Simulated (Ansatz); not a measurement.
**Ionic part of the dielectric constant of ZnO, mode by mode**

Method: Ansatz 0.2.0, DFT PBE, scalar-relativistic, plane waves, PAW. Settings: 420 eV plane-wave cutoff, Γ-centred 6×6×6 mesh, fixed occupations. No spin polarisation. Phonons by linear response, acoustic sum rule imposed.

Space group I-43m (No. 217), cubic, a = 6.271 Å. Around Zn lie 1 O at 1.88 Å and 3 O at 2.05 Å; around O lie 1 Zn at 1.88 Å and 3 Zn at 2.05 Å.

The cell was found from a structure generator's guess, not taken from experiment.

The primitive cell has V = 123.28 Å³ and ε∞,yy = 3.926. Each polar mode adds Δε = (4.92064×10⁷/V)·S/ν² along y, with S its oscillator strength in e²/amu, ν in cm⁻¹ and V in Å³.

Question: From these modes, find each Δε and ε0,yy.
```tsv
ν (cm⁻¹)	S_yy (e²/amu)
245.75	0.1191
369.69	0.7434
578.29	0.4242
```

Answer:
```
ν (cm⁻¹)    Δε
  245.75  0.79
  369.69  2.17
  578.29  0.51
```

The sum is 3.47, so ε0,yy = 7.40; the run's tensor has 7.39.

Question: Where do the longitudinal modes lie for a wave vector along y?

Answer: At 256.57, 445.17, 631.10 cm⁻¹. The Lyddane–Sachs–Teller product Π(ν_LO/ν_TO)² = 1.88 agrees with ε0/ε∞ = 1.88.
